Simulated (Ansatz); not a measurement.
**MgS under changes of volume**

One of the cells (22.740 Å³/atom); the others are scaled copies at fixed shape and fractional positions:

```
S Mg
1.0
     0.00000    2.83312    2.83312
     2.83312    0.00000    2.83312
     2.83312    2.83312    0.00000
S Mg
1 1
Direct
  0.25000 0.25000 0.25000
  0.00000 0.00000 0.00000
```

The cell comes from a database or a generator and needn't be the stable form of this composition.

* Program: Ansatz 0.2.0
* Functional: LDA
* Potentials or basis: Ansatz PAW
* Cutoff: 420 eV (not typed: the program's choice for these potentials)
* k mesh: 8 × 8 × 8
* Occupations: fermi-dirac, width 0.05 eV
* Spin: no spin polarisation

| volume (Å³/atom) | energy over the lowest point (meV/atom) | pressure (GPa) | gap on the mesh (eV) |
| --- | --- | --- | --- |
| 21.376 | 2.29 | 1.5 | 3.48 |
| 21.831 | 0.00 | 0.1 | 3.38 |
| 22.285 | 1.38 | -1.1 | 3.27 |
| 22.740 | ? | ? | ? |
| 23.195 | 13.73 | -3.2 | 3.08 |
| 23.650 | 24.08 | -4.1 | 2.98 |
| 24.105 | 36.83 | -4.9 | 2.89 |

Problem. What does the run at 22.740 Å³/atom give?

Solution. Energy over the lowest point 6.07 meV/atom; pressure -2.2 GPa; gap on the mesh 3.17 eV.

Worked out: A Birch-Murnaghan fit of order 3 (a polynomial in V^(-2/3)) to the other rows has its minimum at 21.88 Å³/atom with B0 = V·E''(V) = 62 GPa and B' = 4.1. It gives 6.07 meV/atom at 22.740 Å³/atom, against the run's 6.07, and -dE/dV = -2.2 GPa, against -2.2. A straight line through the other rows of the gap, of slope -4.92 eV per unit of ln V (its deformation potential), gives 3.18 eV, against the run's 3.17.

Energies are extrapolated to zero smearing.

Caveats: the PAW data sets come from PBE, with cores solved anew for the run's functional, which leaves a small shift of forces and pressure.

A mesh can miss the band edges.
